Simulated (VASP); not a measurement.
Here is a VASP 6.6.1 calculation.

Contents of INCAR:

```
SYSTEM = TaSi2
ALGO     = Normal         ! electronic algorithm
EDIFF    = 1E-7           ! SCF threshold, eV
ENCUT    = 520            ! plane-wave cutoff, eV
GGA      = PE             ! functional
ISIF     = 2              ! what is computed and relaxed
ISMEAR   = -1             ! smearing method
LASPH    = .True.         ! aspherical terms in the spheres
LCHARG   = .False.        ! write CHGCAR
LREAL    = .False.        ! projectors in reciprocal space
LWAVE    = .False.        ! write WAVECAR
NBANDS   = 38             ! bands
NELM     = 60             ! most SCF steps
PREC     = Accurate       ! precision mode
SIGMA    = 0.05           ! smearing width, eV
```

The input KPOINTS:

```
k-points
0
Gamma
  7 7 4
  0 0 0
```

The input POSCAR:

```
TaSi2
1.0
    4.7839000000      0.0000000000      0.0000000000
   -2.3919500000      4.1429789292      0.0000000000
    0.0000000000      0.0000000000      6.5700000000
Ta Si
3 6
Direct
    0.0066210000      0.5055500000      0.3328720000
    0.4983220000      0.5016670000      0.6679230000
    0.5096290000      0.0095680000     -0.0037700000
    0.3115700000      0.1648810000      0.3297430000
    0.1615140000      0.8461990000      0.6597620000
    0.8390600000      0.6845780000     -0.0002490000
    0.6742400000      0.8447060000      0.3329200000
    0.8358060000      0.1475840000      0.6661550000
    0.1694910000      0.3202510000     -0.0021720000
```

Potentials or basis: VASP PAW PBE potentials, release 64 (Ta_pv, Si).

Launch:

```console
$ cat potpaw_PBE.64/Ta_pv/POTCAR potpaw_PBE.64/Si/POTCAR > POTCAR
$ mpirun -np 1 vasp_std > vasp.out
```

Task: Predict the pressure.

Result: 2.9 GPa.

Task: Predict the largest force.

Result: 0.751 eV/Å.

Task: Estimate the band gap on the k mesh.

Result: None (metal or under the smearing width).

Stress tensor (GPa, compression positive):
```
 2.42 -0.20 -0.30
-0.20  2.54 -0.10
-0.30 -0.10  3.66
```

The run has no spin-orbit coupling, so splittings on Ta are missing.
